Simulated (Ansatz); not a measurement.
# Hg: what changed settings do

All trials start from this Ansatz input:

```yaml
crystal:
  lattice:
    - [0.0, 2.3919113801, 2.3919113801]
    - [2.3919113801, 0.0, 2.3919113801]
    - [2.3919113801, 2.3919113801, 0.0]
  atoms:
    - { symbol: Hg, position: [0.0, 0.0, 0.0] }
basis:
  ecutwfc: 420
kpoints:
  mp_grid: { grid: [8, 8, 8] }
hamiltonian:
  xc: pbe
scf:
  occupations: { method: gaussian, width: 0.1 }
output:
  forces: true
  stress: true
  eigenvalues: true
```

Command:

```bash
ansatz run input.yaml --threads 1 --pin off --max-ram 1331MiB --backend cpu --events-out ev --progress --plain --runs-dir out
```

The run converges in 6 SCF iterations on 29 irreducible k-points: pressure 1.78 GPa, no gap.

The inputs are trials, many of them unsound on purpose. Their numbers show the effect of the settings and aren't properties of the material. Each trial's input is given as a difference from the reference's; energies are extrapolated to zero smearing where there is one, and pressure is positive in compression.

**Question.** Trial 1:

```diff
 scf:
+  self_checks: high
+relax:
+  adjacent_minimum: "off"
+  f_tol: 0.1
+  max_steps: 10
+  cell: { p_target: -3 }
```

How does this run end?

**Answer.** The run stops unconverged after 59 SCF iterations:

```text
Error: variable-cell relaxation did not converge after 10 `relax_step` rows, as none of its last 1 fresh-basis SCF(s) at a relaxed cell met both thresholds with a finite energy. The last misses `relax.cell.stress_tol`: largest allowed force component 0.00e0 eV/Å (`relax.f_tol` 1.00e-1 eV/Å) …
```

Next try, with these keys changed back:

```diff
-relax:
-  adjacent_minimum: "off"
-  f_tol: 0.1
-  max_steps: 10
-  cell: { p_target: -3 }
```

The run converges in 6 SCF iterations on 29 irreducible k-points: the reference's energy to 0.01 meV per atom, pressure 1.78 GPa, no gap.

**Question.** Trial 2:

```diff
 crystal:
+  symmetry: { tolerance: 0.01 }
 basis:
-  ecutwfc: 420
+  ecutwfc: "16 Ha"
 scf:
-  occupations: { method: gaussian, width: 0.1 }
+  occupations: { method: fixed }
+  lower_state_search: "off"
+  max_iter: 80
+  convergence: { dr2_threshold: "1e-7 eV" }
```

How does this run end?

**Answer.** The run converges in 6 SCF iterations on 29 irreducible k-points: energy 13.8 meV per atom above the reference, pressure 2.46 GPa, no gap. It warns that bands overlap at the filling; that the bands looked metallic on the way; that the SCF threshold is loose for the stress.

**Question.** Trial 3:

```diff
 basis:
+  xc_grid: 1
 kpoints:
-  mp_grid: { grid: [8, 8, 8] }
+  mp_grid: { grid: [4, 4, 4] }
 hamiltonian:
-  xc: pbe
+  xc: lda
 scf:
-  occupations: { method: gaussian, width: 0.1 }
+  occupations: { method: fermi_dirac, width: 0.094 }
```

What happens?

**Answer.** The run converges in 6 SCF iterations on 8 irreducible k-points: pressure -6.38 GPa, no gap.

**Question.** Trial 4:

```diff
 hamiltonian:
-  xc: pbe
+  xc: revpbe
+  dispersion: rvv10
 scf:
+  n_extra_bands: 20
+  max_iter: 80
+  convergence: { dr2_threshold: "1e-8 eV" }
```

How does this run end?

**Answer.** The program refuses the input:

```text
Error: inconsistent input (hamiltonian.dispersion, hamiltonian.xc): `dispersion: rvv10` has no transferable b for PBE exchange — Sabatini et al. (2013) fitted b=6.3 to rPW86, and the PBE refits of Peng & Perdew (2017) are task-dependent (b=6.6 S22 / b=10.0 layered). Use `xc: {exchange: rpw86 …
```

Next try, with these keys changed back:

```diff
 hamiltonian:
-  dispersion: rvv10
```

The run converges in 6 SCF iterations on 29 irreducible k-points: pressure 3.54 GPa, no gap. It warns that the SCF threshold is loose for the stress.

**Question.** Trial 5:

```diff
 kpoints:
-  mp_grid: { grid: [8, 8, 8] }
+  mp_grid: { grid: [4, 4, 4] }
 scf:
+  n_extra_bands: 5
 output:
+  optics: { e_range: [0, 10], sigma: 0.2 }
```

What happens?

**Answer.** The run converges in 7 SCF iterations on 8 irreducible k-points: energy 32.7 meV per atom below the reference, pressure -0.82 GPa, no gap. It warns that optics were asked on partly filled bands.

**Question.** Trial 6:

```diff
 scf:
-  occupations: { method: gaussian, width: 0.1 }
+  occupations: { method: fixed, width: 0.1 }
+  max_iter: 94
```

What happens?

**Answer.** The run converges in 6 SCF iterations on 29 irreducible k-points: energy 14.3 meV per atom above the reference, pressure 2.46 GPa, no gap. It warns that bands overlap at the filling; that the bands looked metallic on the way; that the smearing width isn't read.